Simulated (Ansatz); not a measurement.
# Ti2CO2 MXene bilayer (AB) in a perpendicular field, part 2 of 3

Aim: how the Ti2CO2 MXene bilayer (AB) screens a field along its normal, and what the field does to its bands. A positive field points along +c.

Ansatz 0.2.0; plane-wave DFT, r2SCAN-D4, Ansatz PAW.

So far. Step 2 (Relaxation): The lattice constant a goes from 3.100 to 3.013 Å.

### 3. Atoms held, field 0

A sawtooth potential applies the field, turning back in the middle of the vacuum. With the dipole correction the typed value is the field outside the slab. The induced dipole is small, so the SCF threshold is tight.

The cell differs from the one that the last finished run ended in (c 48.172 → 29.872 Å).

Contents of input.yaml:

```yaml
crystal:
  lattice:
    - [3.0132878788, 0.0, 0.0]
    - [-1.5066439394, 2.6095838519, 0.0]
    - [0.0, 0.0, 29.8720784588]
  atoms:
    - { symbol: O, position: [0.3333333333, 0.6666666667, 0.3012846934] }
    - { symbol: Ti, position: [0.6666666667, 0.3333333333, 0.3312483649] }
    - { symbol: C, position: [0.0, 0.0, 0.3749002607] }
    - { symbol: Ti, position: [0.3333333333, 0.6666666667, 0.4185405893] }
    - { symbol: O, position: [0.6666666667, 0.3333333333, 0.4484668597] }
    - { symbol: O, position: [0.6666666667, 0.3333333333, 0.5515331403] }
    - { symbol: Ti, position: [0.0, 0.0, 0.5814594107] }
    - { symbol: C, position: [0.3333333333, 0.6666666667, 0.6250997393] }
    - { symbol: Ti, position: [0.6666666667, 0.3333333333, 0.6687516351] }
    - { symbol: O, position: [0.0, 0.0, 0.6987153066] }
kpoints:
  mp_grid: { grid: [18, 18, 1] }
  band_path:
    path: [[0, 0, 0], [0.5, 0, 0], [0.33333333, 0.33333333, 0], [0, 0, 0]]
    npoints: 16
hamiltonian:
  xc: r2scan
  dispersion: d4
scf:
  occupations: { method: fermi_dirac, width: 0.05 }
  convergence: { dr2_threshold: 1.0e-10 }
efield:
  axis: 3
  dipole_correction: true
  ramp_position: 0.97
  ramp_width: 0.06
  amplitude: 0
output:
  dos: { projected: true, e_range: [-6, 5] }
  bader: true
  write_potential: true
  write_density: true
  volumetric_format: npy
  elf: true
```

Run with:

```sh
$ ansatz run input.yaml --threads 4 --pin off --max-ram 6144MiB --backend cpu --events-out ev --progress --plain --runs-dir out
```

Numbers of over 12 decimals in the logs are rounded to 6 here.

What it wrote:

```text
[...]
Crystal: 10 atoms, lattice volume = 234.897 Å³
Basis set: ecut = 500 eV, 6073 PW (Γ), exchange–correlation on 96×96×900 points (64 copies of the dense FFT grid, shifted against one another)
Bands: 50, of which v1, the nominal top of the filled ones, is band 40 counted from 1 (39 counted from 0)
Symmetry: 6 space group operations
k-points: 37 of 324 (time reversal used)
[...]
SCF iter   1: F=—  HF=-12807.809610 eV  |F-HF|=—  |Δ(HF+E_count)|=         —  Δρ=1.89e-2  dr2=1.10e0  dr2_τ=7.35e-1  ethr=1.77e-3  p=0.000 e·Å  D=1.01e-13 V/Å  ΔV_dip=-0.00 eV  dr2_dipole=8.94e-8  V_vac-E_F(+/−)=5.03/5.03 eV  ⟨swp⟩=6.4  Hψ=8108  notcnv=0
efield: sawtooth ramp at fractional position 0.9700 (set: `efield.ramp_position`, or a place that a band, a saddle search or an elastic batch's reference lends), width 0.0600; the density the first Hamiltonian is built on has a dipole p = 0.000 e·Å; the dipole correction subtracts the counter field D = 1.01e-13 V/Å, which shifts the + side's vacuum level by -0.00 eV against the − side's; the planar-averaged density in the ramp window peaks in size at 4.3e-6 e/Å³
[...]
SCF iter   2: F=—  HF=-12807.986873 eV  |F-HF|=—  |Δ(HF+E_count)|=   1.77e-1  Δρ=1.20e-2  dr2=2.67e-1  dr2_τ=7.23e-2  ethr=1.37e-3  p=0.000 e·Å  D=4.98e-5 V/Å  ΔV_dip=-0.00 eV  dr2_dipole=2.06e-7  V_vac-E_F(+/−)=5.39/5.39 eV  ⟨swp⟩=3.6  Hψ=3856  notcnv=0  defer=124
[...]
SCF iter  17: F=-12807.951312 eV  HF=-12807.951312 eV  |F-HF|=5.46e-12  |Δ(HF+E_count)|=  5.07e-10  Δρ=7.45e-8  dr2=2.43e-11  dr2_τ=2.13e-12  ethr=1.00e-12  p=0.000 e·Å  D=9.37e-9 V/Å  ΔV_dip=-0.00 eV  dr2_dipole=6.85e-14  V_vac-E_F(+/−)=5.71/5.71 eV  ⟨swp⟩=2.3  Hψ=3357  notcnv=0
SCF 1 converged in 17 iterations: F = -12807.951312 eV  dr2 = 2.43e-11
[...]
NSCF: frozen V_eff on 49 k-points
efield: sawtooth ramp at fractional position 0.9700 (kept from the solve that this one continues, or follows in the run), width 0.0600; the density the first Hamiltonian is built on has a dipole p = 0.000 e·Å; the dipole correction subtracts the counter field D = 9.37e-9 V/Å, which shifts the + side's vacuum level by -0.00 eV against the − side's; the planar-averaged density in the ramp window peaks in size at 5.5e-6 e/Å³
[...]
SCF converged after 17 iterations
Free energy (F): -12807.951312 eV
[...]
Internal energy: -12807.951118 eV  (E = F + TS)
E sigma→0 (E₀):  -12807.951215 eV
Entropy (-TS):   -0.000194 eV (-0.019 meV/atom)
Fermi energy:    2.311839 eV
Dipole field:    D = -0.000000 V/Å  (p = -0.000000 e·Å, saw-weighted, corrected)
Work function:   Φ+ = 5.7111 eV   Φ− = 5.7111 eV
Levels:          The Fermi level and band energies are counted from a zero that moves with the ramp; work functions are not
[...]
--- Band table (eV; the first three rows and the last of 37) ---
  k-point 0: bands = [... 36 lower, 2.0828, 2.0828, 2.0921, 2.0921, 2.9320, 2.9320, 2.9328, 2.9328, ... 6 higher]
  k-point 1: bands = [... 36 lower, 1.6845, 1.6934, 1.8318, 1.8396, 3.1008, 3.1023, 3.1903, 3.1936, ... 6 higher]
  k-point 2: bands = [... 36 lower, 0.9978, 1.1506, 1.4159, 1.4225, 3.0952, 3.1100, 3.5549, 3.5592, ... 6 higher]
  k-point 36: bands = [... 36 lower, -1.0417, -0.9337, -0.9337, -0.8000, 3.4484, 3.4484, 3.8948, 3.8948, ... 6 higher]
--- Bader charges: 10 sites ---
  site symbol  charge [e]  shift [e]
     0      O     -1.1782     0.0017
     1     Ti      2.0781     0.0013
     2      C     -1.7995     0.0008
     3     Ti      2.0772     0.0013
     4      O     -1.1776     0.0017
     5      O     -1.1776     0.0017
     6     Ti      2.0772     0.0013
     7      C     -1.7994     0.0008
     8     Ti      2.0781     0.0013
     9      O     -1.1782     0.0017
  estimated error of the sums over rays = 7.6e-4 e
```

Run time: 83 s. Hardware: 4 threads of Arm Neoverse V1, shared host; peak memory 1.4 GiB.

Numbers from this step:

```yaml
energy_at_zero_smearing: -12807.9512 eV
dipole_along_the_normal: -4.10e-7 e·Å
gap_along_the_path: 0.5186 eV
smallest_direct_gap_along_the_path: 0.8399 eV
ionisation_energy_upper_face: 5.931 eV
electron_affinity_upper_face: 5.412 eV
gap_the_smaller_of_path_and_mesh: 0.5186 eV
```

Running mean over a fixed 2.5 Å (it still follows the layers) of the planar mean; the ramp of the sawtooth is left out. The electron's electrostatic potential energy less the Fermi level by z:

```csv
z (Å),electron's electrostatic potential energy less the Fermi level (eV)
4,5.71
5,5.71
6,5.71
7,5.51
8,1.44
9,-5.80
10,-10.0
11,-9.07
12,-9.99
13,-7.94
14,-1.53
15,3.28
16,-2.46
17,-8.49
18,-9.74
19,-9.15
20,-9.72
21,-4.95
22,2.31
23,5.59
24,5.71
25,5.71
26,5.71
```

The density of states has structure finer than the step of the table below, so its rows give means over 0.2 eV, whole bins alone (the curve runs from -6 to 1.28 eV). Peaks (eV: height): -5.78: 12.0, -5.12: 22.5, -4.90: 20.8, -4.65: 28.4, -4.59: 20.2, -2.28: 11.1, 0.70: 15.1.

Density of states against energy, zero at the Fermi level of the run, which the smearing sets inside the gap; means over each step:

| energy (eV) | density of states (states/eV a cell) |
| --- | --- |
| -5.8 | 7.50 |
| -5.6 | 6.11 |
| -5.4 | 10.8 |
| -5.2 | 17.6 |
| -5.0 | 16.2 |
| -4.8 | 9.91 |
| -4.6 | 15.2 |
| -4.4 | 3.95 |
| -4.2 | 0.189 |
| -4.0 | 0.792 |
| -3.8 | 3.05 |
| -3.6 | 4.11 |
| -3.4 | 4.52 |
| -3.2 | 4.48 |
| -3.0 | 3.81 |
| -2.8 | 3.79 |
| -2.6 | 4.13 |
| -2.4 | 5.94 |
| -2.2 | 6.64 |
| -2.0 | 5.41 |
| -1.8 | 3.62 |
| -1.6 | 2.60 |
| -1.4 | 2.73 |
| -1.2 | 2.07 |
| -1.0 | 0.743 |
| -0.8 | 0.545 |
| -0.6 | 0.423 |
| -0.4 | 0.273 |
| -0.2 | 0.0258 |
| 0.0 | 0 |
| 0.2 | 0.0117 |
| 0.4 | 2.60 |
| 0.6 | 6.57 |
| 0.8 | 7.50 |
| 1.0 | 3.82 |

Projected DOS per atom over height of the atomic layer and energy from the Fermi level. Layers: O Ti C Ti O O Ti C Ti O from below.

Ten even steps from '_' (0.00 states/eV) to '@' (2.83 states/eV), each cell a mean:
```
__..__..____..__..__
__++__++____++__++__
__::__::____::__::__
____________________
____________________
____________________
____________________
____..________..____
____::________::____
__..--..____..--..__
....++........++....
....--........--....
__..::..____..::..__
....::........::....
....::........::....
____..________..____
____________________
**..__..****..__..**
##::..::####::..::##
@@------@@@@------@@
==::..::====::..::==
++::__::++++::__::++
```
Columns: height of the atomic layer (Å) from 9 to 20.9 (not evenly spaced); rows upwards: energy from the Fermi level (eV) from -5.96 to 1.24.

Electronic bands along the path, in eV, zero at the Fermi level of the run, which the smearing sets inside the gap:

```csv
point,band 37,band 38,band 39,band 40,band 41,band 42,band 43,band 44
Γ,-0.23,-0.23,-0.22,-0.22,0.62,0.62,0.62,0.62
halfway,-1.73,-1.69,-1.68,-1.68,0.56,0.59,1.46,1.47
M,-2.26,-2.22,-1.85,-1.84,0.30,0.33,1.60,1.62
halfway,-2.84,-2.78,-2.57,-2.52,0.86,0.87,1.59,1.60
K,-3.35,-3.25,-3.25,-3.11,1.14,1.14,1.58,1.58
halfway,-2.43,-2.41,-1.91,-1.87,0.75,0.76,1.66,1.69
Γ,-0.23,-0.23,-0.22,-0.22,0.62,0.62,0.62,0.62
```

ELF in the ca plane at fractional y = 0.667, with atoms of O and Ti and C within 0.2 Å of it. It is the smooth field of the valence electrons, not physical close to the nuclei.

Values, 5 rows by 16 columns, each cell a mean:
```
0.00 0.00 0.00 0.00 0.00 0.03 0.09 0.17 0.56 0.49 0.40 0.57 0.06 0.53 0.30 0.14
0.00 0.00 0.00 0.00 0.01 0.17 0.43 0.17 0.49 0.35 0.26 0.41 0.04 0.39 0.23 0.28
0.00 0.00 0.00 0.00 0.03 0.48 0.75 0.45 0.19 0.35 0.43 0.07 0.01 0.07 0.13 0.66
0.00 0.00 0.00 0.00 0.04 0.52 0.68 0.52 0.13 0.36 0.42 0.04 0.01 0.02 0.13 0.70
0.00 0.00 0.00 0.00 0.01 0.30 0.66 0.23 0.41 0.31 0.28 0.25 0.03 0.25 0.17 0.43
```
Columns run along c (16.0 Å, from fractional 0.09 to 0.62 of the cell), rows up along a (3.0 Å). Atoms in or near the plane, at fractional coordinates: O at (0.30, 0.33), Ti at (0.42, 0.33).

Electrostatic potential energy in the ca plane at fractional y = 0.667, with atoms of O and Ti and C within 0.2 Å of it. With pseudopotentials it is smooth inside the atoms' cores, unlike the true potential.

Ten even steps from '0' (-36 eV) to '9' (8 eV), each cell a mean:
```
99999999999999999986457788888889999999865468
99999999999999999976457788888889999999865468
99999999999999999987667888756789999999876678
99999999999999999536788886311478999999988886
99999999999999996001788884000158999999988871
99999999999999996001788884000158999999988871
99999999999999998425888886200378999999988885
99999999999999999987678888655789999999876678
```
Columns run along c (16.0 Å, from fractional 0.09 to 0.62 of the cell; values clipped at the 3rd and 97th percentile), rows up along a (3.0 Å). Atoms in or near the plane, at fractional coordinates: O at (0.30, 0.33), Ti at (0.42, 0.33).

Valence density in the ca plane at fractional y = 0.667, with atoms of O and Ti and C within 0.2 Å of it. It is the smooth field of the valence electrons, not physical close to the nuclei.

Ten steps, logarithmic in the rise over the least value, from '0' (0.0 e/Å³) to '9' (8.9 e/Å³), each cell a mean:
```
00000000000000001123444443323343100013444432
00000000000000000123444443323443100013444432
00000000000000002333333333333332100012333333
00000000000000014665322223677521000001222245
00000000000000025897421224899731000000112346
00000000000000026897521224899731000000112346
00000000000000024676422223688521000001112345
00000000000000012343333333344332100012333333
```
Columns run along c (16.0 Å, from fractional 0.09 to 0.62 of the cell), rows up along a (3.0 Å). Atoms in or near the plane, at fractional coordinates: O at (0.30, 0.33), Ti at (0.42, 0.33).

The gap is 0.52 eV, with the valence edge 5.93 eV and the conduction edge 5.41 eV under the upper vacuum level.

### 4. Atoms held, field 0.03 V/Å

Edit input.yaml of step 3 so:

```diff
@@ -32,6 +32,4 @@
   ramp_width: 0.06
-  amplitude: 0
+  amplitude: 0.03
 output:
-  dos: { projected: true, e_range: [-6, 5] }
-  bader: true
   write_potential: true
@@ -39,2 +37 @@
   volumetric_format: npy
-  elf: true
```

What it wrote:

```text
[...]
Crystal: 10 atoms, lattice volume = 234.897 Å³
Basis set: ecut = 500 eV, 6073 PW (Γ), exchange–correlation on 96×96×900 points (64 copies of the dense FFT grid, shifted against one another)
Bands: 50, of which v1, the nominal top of the filled ones, is band 40 counted from 1 (39 counted from 0)
Symmetry: 6 space group operations
k-points: 37 of 324 (time reversal used)
[...]
k-point 0: bands = [... 36 lower, 2.0592, 2.0592, 2.1157, 2.1157, 2.9045, 2.9045, 2.9603, 2.9603, ... 6 higher]
  k-point 1: bands = [... 36 lower, 1.6607, 1.7171, 1.8075, 1.8638, 3.0737, 3.1295, 3.1640, 3.2199, ... 6 higher]
  k-point 2: bands = [... 36 lower, 0.9958, 1.1553, 1.3911, 1.4472, 3.0737, 3.1314, 3.5290, 3.5850, ... 6 higher]
  k-point 36: bands = [... 36 lower, -1.0443, -0.9641, -0.9032, -0.7974, 3.4205, 3.4763, 3.8692, 3.8728, ... 6 higher]
[key lines of the parts left out:]
SCF converged after 17 iterations
Free energy (F): -12807.951526 eV
Fermi energy:    2.311765 eV
Dipole field:    D = 0.011010 V/Å  (p = 0.014293 e·Å, saw-weighted, corrected)
```

The job ended after 58 s (4 threads; peak memory 1.4 GiB; 3.8 min of CPU time).

The dipole is 0.0143 e·Å, and the gap 0.479 eV.

### 5. Single point, field -0.03 V/Å

Edit input.yaml of step 4 so:

```diff
@@ -32,3 +32,3 @@
   ramp_width: 0.06
-  amplitude: 0.03
+  amplitude: -0.03
 output:
```

What it wrote:

```text
[...]
Crystal: 10 atoms, lattice volume = 234.897 Å³
Basis set: ecut = 500 eV, 6073 PW (Γ), exchange–correlation on 96×96×900 points (64 copies of the dense FFT grid, shifted against one another)
Bands: 50, of which v1, the nominal top of the filled ones, is band 40 counted from 1 (39 counted from 0)
Symmetry: 6 space group operations
k-points: 37 of 324 (time reversal used)
[...]
k-point 0: bands = [... 36 lower, 2.0592, 2.0592, 2.1157, 2.1157, 2.9045, 2.9045, 2.9603, 2.9603, ... 6 higher]
  k-point 1: bands = [... 36 lower, 1.6607, 1.7171, 1.8075, 1.8638, 3.0737, 3.1295, 3.1640, 3.2199, ... 6 higher]
  k-point 2: bands = [... 36 lower, 0.9958, 1.1553, 1.3911, 1.4472, 3.0737, 3.1314, 3.5291, 3.5850, ... 6 higher]
  k-point 36: bands = [... 36 lower, -1.0442, -0.9641, -0.9032, -0.7974, 3.4205, 3.4763, 3.8692, 3.8728, ... 6 higher]
[key lines of the parts left out:]
SCF converged after 17 iterations
Free energy (F): -12807.951526 eV
Fermi energy:    2.311767 eV
Dipole field:    D = -0.011010 V/Å  (p = -0.014292 e·Å, saw-weighted, corrected)
```

Run time: 58 s. Hardware: 4 threads; peak memory 1.4 GiB; 3.8 min of CPU time.

The dipole is -0.0143 e·Å, and the gap 0.479 eV.

### 6. Atoms held, field 0.15 V/Å

Edit input.yaml of step 5 so:

```diff
@@ -32,3 +32,3 @@
   ramp_width: 0.06
-  amplitude: -0.03
+  amplitude: 0.15
 output:
```

What it wrote:

```text
[...]
Crystal: 10 atoms, lattice volume = 234.897 Å³
Basis set: ecut = 500 eV, 6073 PW (Γ), exchange–correlation on 96×96×900 points (64 copies of the dense FFT grid, shifted against one another)
Bands: 50, of which v1, the nominal top of the filled ones, is band 40 counted from 1 (39 counted from 0)
Symmetry: 6 space group operations
k-points: 37 of 324 (time reversal used)
[...]
k-point 0: bands = [... 36 lower, 1.9636, 1.9636, 2.2096, 2.2096, 2.8089, 2.8089, 3.0548, 3.0548, ... 6 higher]
  k-point 1: bands = [... 36 lower, 1.5652, 1.7120, 1.8111, 1.9578, 2.9780, 3.0684, 3.2240, 3.3143, ... 6 higher]
  k-point 2: bands = [... 36 lower, 1.0545, 1.2170, 1.2956, 1.5412, 2.9787, 3.2253, 3.4333, 3.6126, ... 6 higher]
  k-point 36: bands = [... 36 lower, -1.0849, -1.0697, -0.7985, -0.7572, 3.3249, 3.5709, 3.7686, 3.7818, ... 6 higher]
[key lines of the parts left out:]
SCF converged after 19 iterations
Free energy (F): -12807.956728 eV
Fermi energy:    2.308696 eV
Dipole field:    D = 0.056199 V/Å  (p = 0.072954 e·Å, saw-weighted, corrected)
```

It took 62 s on 4 threads; peak memory 1.4 GiB; 4.1 min of CPU time.

The dipole is 0.0730 e·Å, and the gap 0.292 eV.

### 7. Single point, field 0.25 V/Å

Edit input.yaml of step 6 so:

```diff
@@ -32,3 +32,3 @@
   ramp_width: 0.06
-  amplitude: 0.15
+  amplitude: 0.25
 output:
```

What it wrote:

```text
[...]
Crystal: 10 atoms, lattice volume = 234.897 Å³
Basis set: ecut = 500 eV, 6073 PW (Γ), exchange–correlation on 96×96×900 points (64 copies of the dense FFT grid, shifted against one another)
Bands: 50, of which v1, the nominal top of the filled ones, is band 40 counted from 1 (39 counted from 0)
Symmetry: 6 space group operations
k-points: 37 of 324 (time reversal used)
[...]
k-point 0: bands = [... 36 lower, 1.9106, 1.9106, 2.2596, 2.2596, 2.7562, 2.7562, 3.1056, 3.1056, ... 6 higher]
  k-point 1: bands = [... 36 lower, 1.5123, 1.6591, 1.8613, 2.0079, 2.9251, 3.0155, 3.2747, 3.3650, ... 6 higher]
  k-point 2: bands = [... 36 lower, 1.1034, 1.2428, 1.2624, 1.5913, 2.9257, 3.2764, 3.3803, 3.5601, ... 6 higher]
  k-point 36: bands = [... 36 lower, -1.1195, -1.0598, -0.7398, -0.7240, 3.2722, 3.6219, 3.7097, 3.7347, ... 6 higher]
[key lines of the parts left out:]
SCF converged after 20 iterations
Free energy (F): -12807.966577 eV
Fermi energy:    2.301732 eV
Dipole field:    D = 0.095775 V/Å  (p = 0.124328 e·Å, saw-weighted, corrected)
```

It took 62 s on 4 threads; peak memory 1.4 GiB; 4.1 min of CPU time.

The dipole is 0.124 e·Å, and the gap 0.188 eV.

### 8. Single point, field -0.25 V/Å

Edit input.yaml of step 7 so:

```diff
@@ -32,4 +32,6 @@
   ramp_width: 0.06
-  amplitude: 0.25
+  amplitude: -0.25
 output:
+  dos: { projected: true, e_range: [-6, 5] }
+  bader: true
   write_potential: true
@@ -37 +39,2 @@
   volumetric_format: npy
+  elf: true
```

What it wrote:

```text
[...]
Crystal: 10 atoms, lattice volume = 234.897 Å³
Basis set: ecut = 500 eV, 6073 PW (Γ), exchange–correlation on 96×96×900 points (64 copies of the dense FFT grid, shifted against one another)
Bands: 50, of which v1, the nominal top of the filled ones, is band 40 counted from 1 (39 counted from 0)
Symmetry: 6 space group operations
k-points: 37 of 324 (time reversal used)
[...]
--- Bader charges: 10 sites ---
  site symbol  charge [e]  shift [e]
     0      O     -1.1705     0.0017
     1     Ti      2.0796     0.0013
     2      C     -1.7988     0.0008
     3     Ti      2.0760     0.0013
     4      O     -1.1818     0.0017
     5      O     -1.1733     0.0017
     6     Ti      2.0781     0.0013
     7      C     -1.7996     0.0008
     8     Ti      2.0763     0.0013
     9      O     -1.1859     0.0017
  estimated error of the sums over rays = 7.5e-4 e
[key lines of the parts left out:]
SCF converged after 19 iterations
Free energy (F): -12807.966577 eV
Fermi energy:    2.301730 eV
Dipole field:    D = -0.095779 V/Å  (p = -0.124333 e·Å, saw-weighted, corrected)
```

Elapsed: 89 s, on 4 threads; peak memory 1.4 GiB; 5.8 min of CPU time.

The dipole is -0.124 e·Å, and the gap 0.188 eV.

[end of part 2 of 3]

[Logs are printed without paths, hosts, clocks, repeated set-up lines and the standing remarks that a program may print on its own settings, such as how far it seeks lower states.]

[Hosts, paths, dates, database ids (printed as entryN), source tags and the programs' standing remarks are cut or masked in the printed files.]

[Maps of the electrostatic potential energy from Ansatz leave out the sawtooth potential of an applied field or a dipole correction, so their vacuum need not be flat; planar profiles and work functions include it.]

[The density of states shown here was stored with 400 of the rows of the run's finer table, so its peaks can read low, often by over a quarter, or be missed, and its means over a window can be off by a tenth or more.]
